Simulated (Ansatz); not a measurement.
# CoSi2 (Fm-3m) under biaxial strain in the (111) plane, part 2 of 3

Aim: how do the optical modes of CoSi2 (Fm-3m) shift and split under this strain?

Ansatz 0.2.0; DFT PBEsol, scalar-relativistic, plane waves, PAW; PAW set soft_1.

So far. Step 3 (Tight relaxation): The forces vanish by symmetry and the pressure is 0.000 GPa, within the tolerances set. The cell now holds 12.49 Å³/atom.

The database entry behind the starting cell differs from later determinations by our own check (0.1 to 0.3 % short, probably kX units), so it need not match the best structure at ambient conditions.

### Step 4. Modes at rest

The force constants come from the linear response of the density to a displacement.

The modes at rest are the reference of the series.

Input file input.yaml:

```yaml
crystal:
  lattice:
    - [0.0, 2.6562750239, 2.6562750239]
    - [2.6562750239, 0.0, 2.6562750239]
    - [2.6562750239, 2.6562750239, 0.0]
  atoms:
    - { symbol: Si, position: [0.25, 0.25, 0.25] }
    - { symbol: Si, position: [0.75, 0.75, 0.75] }
    - { symbol: Co, position: [0.0, 0.0, 0.0] }
kpoints:
  mp_grid: { grid: [16, 16, 16] }
hamiltonian:
  xc: pbesol
  pseudopotentials: { kind: paw, azcp: { folder: soft_1 }, xc_functional: pbe }
scf:
  occupations: { method: methfessel_paxton, width: 0.2 }
output:
  eigenvalues: true
phonons:
  method: dfpt
```

Command:

```bash
$ ansatz run input.yaml --threads 4 --pin off --max-ram 10240MiB --backend cpu --events-out ev --progress --plain --runs-dir out
```

Numbers of over 12 decimals in the logs are rounded to 6 here.

The program printed:

```text
zone centre: on kpoints.mp_grid the ground state, and the responses unless they are solved on pairs of k-points, stand on 349 of the mesh's 4096 k-points, reduced under 8 symmetry operations, with k and −k counted as one. Each operation leaves every solved displacement unchanged or reverses it
[...]
Crystal: 3 atoms, lattice volume = 37.484 Å³
Basis set: ecut = 420 eV, 725 PW (Γ), exchange–correlation on 54×54×54 points (8 copies of the dense FFT grid, shifted against one another)
Bands: 17, of which v1, the nominal top of the filled ones, is band 13 counted from 1 (12 counted from 0)
Symmetry: 48 space group operations
k-points: 349 of 4096 (irreducible under 8 space group operations, time reversal used)
[...]
SCF iter   1: F=—  HF=-6338.951559 eV  |F-HF|=—  |Δ(HF+E_count)|=         —  Δρ=1.38e-1  dr2=7.97e0  ethr=3.10e-3  ⟨swp⟩=5.1  Hψ=30141  notcnv=0
[...]
SCF iter  10: F=-6337.721802 eV  HF=-6337.721802 eV  |F-HF|=2.73e-12  |Δ(HF+E_count)|=  9.82e-11  S|Δr|=    0.00e0  Δρ=1.84e-7  dr2=6.20e-12  ethr=1.00e-12  ⟨swp⟩=5.8  Hψ=32306  notcnv=0
SCF 1 converged in 10 iterations: F = -6337.721802 eV  dr2 = 6.20e-12
[...]
DFPT response loops at Γ: preconditioner auto → Kerker (q_TF=auto, 2.550 Å⁻¹) (partly filled bands, converged f_vac=0.000); β = 1.00, the filter's whole step (`scf.mixing.beta` (0.50) is not read by the response loops under this deck's `scf.mixing.preconditioner`; to damp them name `kerker` or `kerker_dos`, under which they read `scf.mixing.beta`, and type it under 1.00, their step now; both keys bind the ground state too); Broyden in place of MSR1
SCF converged after 10 iterations
[...]
Free energy (F): -6337.721802 eV
[...]
Internal energy: -6337.722592 eV  (E = F + TS)
E sigma→0 (E₀):  -6337.721999 eV
Entropy (-TS):   0.000790 eV (0.263 meV/atom)
Fermi energy:    13.149055 eV
[...]
--- Band table (eV; the first three rows and the last of 349) ---
  k-point 0: bands = [... 9 lower, 11.1818, 14.1845, 16.5918, 16.5918, 16.5918, 16.7103, 16.7103, 16.7103]
  k-point 1: bands = [... 9 lower, 11.1625, 14.2303, 15.5222, 16.0738, 16.0738, 17.2576, 17.2576, 17.8328]
  k-point 2: bands = [... 9 lower, 11.1135, 13.9190, 15.0012, 15.5197, 15.5197, 17.7116, 17.7116, 18.4571]
  k-point 348: bands = [... 9 lower, 10.7892, 11.1326, 11.6582, 12.4727, 16.9269, 16.9269, 18.9635, 19.8477]
--- Phonons (Γ-DFPT): 2 representative perturbations + reference, on 349 of 4096 k-points (Σ response iterations 6) ---
  k mesh reduced under 8 symmetry operations, with k and −k counted as one. Each operation leaves every solved displacement unchanged or reverses it
  ASR residual: 2.900e-5 → 0.000e0 eV/Å²; symmetrization residual: 4.903e-7 eV/Å²
  ASR residual per site (eV/Å²): 2.90e-5 2.90e-5 3.29e-6
  Γ frequencies (cm⁻¹): 0.00 0.00 0.00 342.06 342.06 342.06 343.22 343.22 343.22
  non-analytic LO–TO correction: not included (Born effective charges unavailable; polar crystals: no LO–TO splitting at Γ)
```

Elapsed: 59 s, on 4 threads of Intel Xeon at 2.50GHz (Skylake/Cascade Lake), shared host; peak memory 0.93 GiB.

The column dr2 measures how far the density is from self-consistency, as an energy; F and HF (Harris–Foulkes) agree once it is small.

This step gave:

```
sum-rule residual before enforcement                    : 2.90e-5 eV/Å²
point group                                             : m-3m
highest optical mode at the zone centre (no LO-TO term) : 343.2 cm⁻¹
lowest optical zone-centre mode                         : 342.1 cm⁻¹
```

Patterns of degenerate modes are one choice out of their space. Modes at Γ, with each element's share of the kinetic energy:

```csv
mode,frequency (cm⁻¹),symmetry,Si %,Co %
1,0.0,acoustic,49,51
2,0.0,acoustic,49,51
3,0.0,acoustic,49,51
4,342.1,T2g,100,0
5,342.1,T2g,100,0
6,342.1,T2g,100,0
7,343.2,T1u,51,49
8,343.2,T1u,51,49
9,343.2,T1u,51,49
```

Displacements in mode 6 (342.1 cm⁻¹), the largest set to 1:
```
Si1  1.00 -0.02  0.24
Si2 -1.00  0.02 -0.24
Co3  0.00  0.00  0.00
```

Displacements in mode 9 (343.2 cm⁻¹), the largest set to 1:
```
Si1 -1.00 -0.05  0.45
Si2 -1.00 -0.05  0.45
Co3  0.95  0.05 -0.43
```

Before it was imposed, the acoustic sum rule was missed by 2.9e-5 eV/Å². Small misses are needed for a sound result but don't prove that mesh and cutoff are converged. The lowest optical mode is real, 342 cm⁻¹.

### Step 5. Relaxation of a member: biaxial strain of +4 % in the (111) plane

The cell takes a biaxial strain of +4 % in the (111) plane. The strained lengths are held, while the rest of the cell and the atoms relax.

input.yaml, the sections that differ from step 4:

```yaml
crystal:
  lattice:
    - [-0.1088946344, 2.6536313905, 2.6536313905]
    - [2.6536313905, -0.1088946344, 2.6536313905]
    - [2.6536313905, 2.6536313905, -0.1088946344]
  atoms:
    - { symbol: Si, position: [0.2551314109, 0.2551314109, 0.2551314109] }
    - { symbol: Si, position: [0.7448685891, 0.7448685891, 0.7448685891] }
    - { symbol: Co, position: [0.0, 0.0, 0.0] }
  conventional_axes: [[-1, 1, 0], [0, -1, 1], [1, 1, 1]]
output:
  forces: true
  stress: true
  eigenvalues: true
relax:
  adjacent_minimum: "off"
  f_tol: 0.001
  max_steps: 60
  cell: { stress_tol: 0.01, fix: [a, b, gamma] }
# kpoints, hamiltonian, scf: as in step 4
# phonons: removed
```

The program printed:

```text
[...]
Crystal: 3 atoms, lattice volume = 39.672 Å³
Basis set: ecut = 420 eV, 779 PW (Γ), exchange–correlation on 54×54×54 points (8 copies of the dense FFT grid, shifted against one another)
Bands: 17, of which v1, the nominal top of the filled ones, is band 13 counted from 1 (12 counted from 0)
Symmetry: 12 space group operations
[...]
k-points: 417 of 4096
[...]
--- Relaxed structure (5 steps of the walk, 5 accepted, 1 SCFs on fresh bases) ---
[...]
cell:  # Å, volume = 39.4268 Å³
    - [-0.119586, 2.642940, 2.642940]
    - [2.642940, -0.119586, 2.642940]
    - [2.642940, 2.642940, -0.119586]
  atoms:
    - { symbol: Si, position: [0.256692, 0.256692, 0.256692] }
    - { symbol: Si, position: [0.743308, 0.743308, 0.743308] }
    - { symbol: Co, position: [-1.3137064936144888e-19, 0, 0] }
[key lines of the parts left out:]
SCF converged after 6 iterations
Free energy (F): -6337.596826 eV
Fermi energy:    12.373864 eV
P = ⅓ Tr σ = -8.5648 GPa (-85.648 kbar)
```

It took 72 s on 4 threads; peak memory 0.59 GiB.

Step by step:

```csv
step,energy less that of the first step (eV),largest force component (eV/Å),pressure (GPa),volume (Å³)
1,0.0000,0.0508,-9.50,39.67
2,-0.0017,0.0333,-8.92,39.52
3,-0.0022,0.0057,-8.52,39.42
4,-0.0022,0.0005,-8.56,39.43
5,-0.0022,0.0000,-8.57,39.43
6*,-0.0022,0.0000,-8.56,39.43
```

Relaxation steps marked * repeat the geometry before them on a plane-wave basis chosen anew for their cell, so energy and pressure can jump there.

The run keeps the 12 symmetry operations that it works with, so distortions that break them were not tested.

```csv
"conventional cell, symmetrised",before,after,change
a (Å),3.907,3.907,-0.0 %
b (Å),3.907,3.907,-0.0 %
c (Å),9.004,8.948,-0.6 %
volume (Å³/atom),13.22,13.14,-0.6 %
```

The atoms that moved most (Å, as changes of fractional coordinates times the final cell):

```csv
atom,dx,dy,dz,length
Si1,0.008,0.008,0.008,0.014
Si2,-0.008,-0.008,-0.008,0.014
```

The relaxed structure:

```
Si Co
1.0
    -0.11959    2.64294    2.64294
     2.64294   -0.11959    2.64294
     2.64294    2.64294   -0.11959
Si Co
2 1
Cartesian
  1.3261 1.3261 1.3261
  3.8401 3.8401 3.8401
  0.0000 0.0000 0.0000
```

Numbers from this step:

```yaml
pressure: -8.565 GPa
volume_per_atom: 13.14 Å³
```

The largest force component left is 0.025 meV/Å.

### Step 6. Modes of this member: biaxial strain of +4 % in the (111) plane

The zone-centre modes follow for biaxial strain of +4 % in the (111) plane.

input.yaml, the sections that differ from step 5:

```yaml
crystal:
  lattice:
    - [-0.1195858578, 2.6429401671, 2.6429401671]
    - [2.6429401671, -0.1195858578, 2.6429401671]
    - [2.6429401671, 2.6429401671, -0.1195858578]
  atoms:
    - { symbol: Si, position: [0.2566917678, 0.2566917678, 0.2566917678] }
    - { symbol: Si, position: [0.7433082322, 0.7433082322, 0.7433082322] }
    - { symbol: Co, position: [0.0, 0.0, 0.0] }
output:
  eigenvalues: true
phonons:
  method: dfpt
# kpoints, hamiltonian, scf: as in step 5
# relax: removed
```

The program printed:

```text
[...]
Crystal: 3 atoms, lattice volume = 39.427 Å³
Basis set: ecut = 420 eV, 765 PW (Γ), exchange–correlation on 50×50×50 points (8 copies of the dense FFT grid, shifted against one another)
Bands: 17, of which v1, the nominal top of the filled ones, is band 13 counted from 1 (12 counted from 0)
Symmetry: 12 space group operations
k-points: 1098 of 4096 (irreducible under 2 space group operations, time reversal used)
[...]
SCF iter   1: F=—  HF=-6338.902723 eV  |F-HF|=—  |Δ(HF+E_count)|=         —  Δρ=1.43e-1  dr2=8.99e0  ethr=3.10e-3  ⟨swp⟩=5.2  Hψ=94923  notcnv=0
[...]
SCF iter  12: F=-6337.596826 eV  HF=-6337.596826 eV  |F-HF|=9.09e-13  |Δ(HF+E_count)|=    0.00e0  S|Δr|=    0.00e0  Δρ=4.31e-8  dr2=5.34e-13  ethr=1.00e-12  ⟨swp⟩=5.7  Hψ=76968  notcnv=0
SCF 1 converged in 12 iterations: F = -6337.596826 eV  dr2 = 5.34e-13
[...]
SCF converged after 12 iterations
[...]
Free energy (F): -6337.596826 eV
[...]
Internal energy: -6337.596992 eV  (E = F + TS)
E sigma→0 (E₀):  -6337.596867 eV
Entropy (-TS):   0.000166 eV (0.055 meV/atom)
Fermi energy:    12.373864 eV
[...]
--- Band table (eV; the first three rows and the last of 1098) ---
  k-point 0: bands = [... 9 lower, 10.5534, 12.6936, 15.3263, 15.3263, 15.4666, 15.4666, 16.0094, 16.9046]
  k-point 1: bands = [... 9 lower, 10.5388, 12.7590, 14.3778, 14.8335, 15.6314, 15.9899, 16.6737, 17.0839]
  k-point 2: bands = [... 9 lower, 10.5031, 12.6818, 13.7160, 14.2912, 15.2953, 16.5741, 16.7704, 17.5198]
  k-point 1097: bands = [... 9 lower, 10.8898, 10.8898, 11.6711, 11.6711, 14.0976, 15.2867, 15.2867, 16.1751]
[...]
ASR residual: 1.707e-6 → 0.000e0 eV/Å²; symmetrization residual: 3.917e-7 eV/Å²
  ASR residual per site (eV/Å²): 1.29e-6 1.29e-6 1.71e-6
  Γ frequencies (cm⁻¹): 0.00 0.00 0.00 291.29 291.29 294.19 294.19 328.17 335.12
[...]
```

It took 2.5 min on 4 threads; peak memory 2.2 GiB.

This step gave:

- sum-rule residual before enforcement: 1.71e-6 eV/Å²
- point group: -3m
- highest optical mode at the zone centre (no LO-TO term): 335.1 cm⁻¹
- lowest optical zone-centre mode: 291.3 cm⁻¹

Patterns of degenerate modes are one choice out of their space. Modes at Γ, with each element's share of the kinetic energy:

```csv
mode,frequency (cm⁻¹),symmetry,Si %,Co %
1,0.0,acoustic,49,51
2,0.0,acoustic,49,51
3,0.0,acoustic,49,51
4,291.3,Eu,51,49
5,291.3,Eu,51,49
6,294.2,Eg,100,0
7,294.2,Eg,100,0
8,328.2,A1g,100,0
9,335.1,A2u,51,49
```

Displacements in mode 4 (291.3 cm⁻¹), the largest set to 1:
```
Si1 -1.00  0.50  0.50
Si2 -1.00  0.50  0.50
Co3  0.95 -0.48 -0.48
```

Displacements in mode 7 (294.2 cm⁻¹), the largest set to 1:
```
Si1  1.00 -0.50 -0.50
Si2 -1.00  0.50  0.50
Co3  0.00  0.00  0.00
```

The lowest optical mode is real, 291 cm⁻¹, and the highest lies at 335.1 cm⁻¹.

Between step 4 and this run (strain 4 %) the value for the highest optical mode at the zone centre (no LO-TO term) moves from 343 cm⁻¹ to 335 cm⁻¹ (-2 %).

### Step 7. Relaxation of a member: biaxial strain of -4 % in the (111) plane

The cell takes a biaxial strain of -4 % in the (111) plane. The strained lengths are held, while the rest of the cell and the atoms relax.

input.yaml, the sections that differ from step 6:

```yaml
crystal:
  lattice:
    - [0.1213117435, 2.6713357665, 2.6713357665]
    - [2.6713357665, 0.1213117435, 2.6713357665]
    - [2.6713357665, 2.6713357665, 0.1213117435]
  atoms:
    - { symbol: Si, position: [0.2443116314, 0.2443116314, 0.2443116314] }
    - { symbol: Si, position: [0.7556883686, 0.7556883686, 0.7556883686] }
    - { symbol: Co, position: [0.0, 0.0, 0.0] }
  conventional_axes: [[-1, 1, 0], [0, -1, 1], [1, 1, 1]]
output:
  forces: true
  stress: true
  eigenvalues: true
relax:
  adjacent_minimum: "off"
  f_tol: 0.001
  max_steps: 60
  cell: { stress_tol: 0.01, fix: [a, b, gamma] }
# kpoints, hamiltonian, scf: as in step 6
# phonons: removed
```

The program printed:

```text
[...]
Crystal: 3 atoms, lattice volume = 35.530 Å³
Basis set: ecut = 420 eV, 683 PW (Γ), exchange–correlation on 54×54×54 points (8 copies of the dense FFT grid, shifted against one another)
Bands: 17, of which v1, the nominal top of the filled ones, is band 13 counted from 1 (12 counted from 0)
Symmetry: 12 space group operations
[...]
k-points: 417 of 4096
[...]
--- Relaxed structure (4 steps of the walk, 4 accepted, 1 SCFs on fresh bases) ---
[...]
cell:  # Å, volume = 35.9702 Å³
    - [0.143866, 2.693890, 2.693890]
    - [2.693890, 0.143866, 2.693890]
    - [2.693890, 2.693890, 0.143866]
  atoms:
    - { symbol: Si, position: [0.242081, 0.242081, 0.242081] }
    - { symbol: Si, position: [0.757919, 0.757919, 0.757919] }
    - { symbol: Co, position: [-1.15896812042925e-19, 3.9431116844973764e-19, -1.7258658765322072e-19] }
[key lines of the parts left out:]
SCF converged after 7 iterations
Free energy (F): -6337.590442 eV
Fermi energy:    13.898176 eV
P = ⅓ Tr σ = 9.1727 GPa (91.727 kbar)
```

Wall time 59 s (4 threads); peak memory 0.57 GiB; 2.6 min of CPU time.

Step by step:

```csv
step,energy less that of the first step (eV),largest force component (eV/Å),pressure (GPa),volume (Å³)
1,0.0000,0.0711,12.00,35.53
2,-0.0033,0.0600,10.92,35.69
3,-0.0059,0.0011,9.30,35.95
4,-0.0059,0.0004,9.17,35.97
5*,-0.0061,0.0005,9.17,35.97
```

Relaxation steps marked * repeat the geometry before them on a plane-wave basis chosen anew for their cell, so energy and pressure can jump there.

The run keeps the 12 symmetry operations that it works with, so distortions that break them were not tested.

```csv
"conventional cell, symmetrised",before,after,change
a (Å),3.606,3.606,+0.0 %
b (Å),3.606,3.606,+0.0 %
c (Å),9.464,9.581,+1.2 %
volume (Å³/atom),11.84,11.99,+1.2 %
```

The atoms that moved most (Å, as changes of fractional coordinates times the final cell):

```csv
atom,dx,dy,dz,length
Si1,-0.012,-0.012,-0.012,0.021
Si2,0.012,0.012,0.012,0.021
```

Final coordinates:

```
Si Co
1.0
     0.14387    2.69389    2.69389
     2.69389    0.14387    2.69389
     2.69389    2.69389    0.14387
Si Co
2 1
Cartesian
  1.3391 1.3391 1.3391
  4.1925 4.1925 4.1925
  0.0000 0.0000 0.0000
```

Numbers from this step:

```
pressure        : 9.173 GPa
volume per atom : 11.99 Å³
```

The largest force component left is 0.45 meV/Å.

(Part 2 of 3 ends here.)

[Logs are printed without paths, hosts, clocks, repeated set-up lines and the standing remarks that a program may print on its own settings, such as how far it seeks lower states.]

[Hosts, paths, dates, database ids (printed as entryN), source tags and the programs' standing remarks are cut or masked in the printed files.]
